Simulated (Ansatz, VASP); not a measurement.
# Two plane-wave programs on TaN

Contents of INCAR:

```
SYSTEM = TaN
PREC = Accurate ; ENCUT = 520
EDIFF = 1E-6 ; ISMEAR = 0
SIGMA = 0.05 ; LREAL = .FALSE.
LASPH = .TRUE. ; NELM = 150
ALGO = Normal ; ISIF = 2
LWAVE = .FALSE. ; LCHARG = .FALSE.
ISPIN = 2 ; MAGMOM = 2 0
LORBIT = 11 ; LMAXMIX = 4
GGA = PE ; NBANDS = 19
```

File KPOINTS:

```
Automatic mesh
0
G
  10 10 8
  0 0 0
```

POSCAR

```
TaN
1.0
    2.9361269820      0.0000000000      0.0000000000
   -1.4680634909      2.5427605552      0.0000000000
    0.0000000000      0.0000000000      2.8866838206
Ta N
1 1
Direct
    0.3333333333      0.6666666667      0.5000000000
    0.0000000000      0.0000000000      0.0000000000
```

Input for Ansatz:

```yaml
crystal:
  lattice:
    - [2.936126981979, -4.99681273169e-11, 0.0]
    - [-1.468063490946, 2.542760555155, 0.0]
    - [0.0, 0.0, 2.88668382056]
  atoms:
    - { symbol: Ta, position: [0.3333333333333, 0.6666666666667, 0.5], spin: 2.0 }
    - { symbol: "N", position: [0.0, -2.775557561563e-17, 0.0] }
basis:
  ecutwfc: "51.4 Ry"
  ecutrho_ratio: 4
kpoints:
  mp_grid: { grid: [10, 10, 8] }
hamiltonian:
  xc: pbe
scf:
  occupations: { method: gaussian, width: 0.05 }
output:
  forces: true
  stress: true
magnetization:
  spin_polarized: true
```

Alike in both runs: task single point; functional PBE; k mesh 10 × 10 × 8; occupations gaussian, width 0.05 eV; collinear spin.

```csv
,VASP,Ansatz
version,VASP 6.6.1,Ansatz 0.2.0
potentials or method,"VASP PAW PBE potentials, release 64 (Ta_pv, N)","scalar-relativistic, plane waves, PAW"
plane-wave cutoff (eV),520,699
valence electrons in the cell,16,18
```

```tsv
	VASP	Ansatz	Ansatz less VASP
pressure (GPa)	5.4	4.6	-0.72
largest component of the traceless stress (GPa)	0.12	0.00	-0.115
net moment per atom (μB)	0.00	0.00	0.000
```

With one functional, cell and mesh, what is left measures potentials, basis and numerics. The two sets of potentials don't hold the same shells in valence. Ansatz warned: «seeded_moment_not_kept».

Spin-orbit coupling is left out, which matters for the levels of Ta.
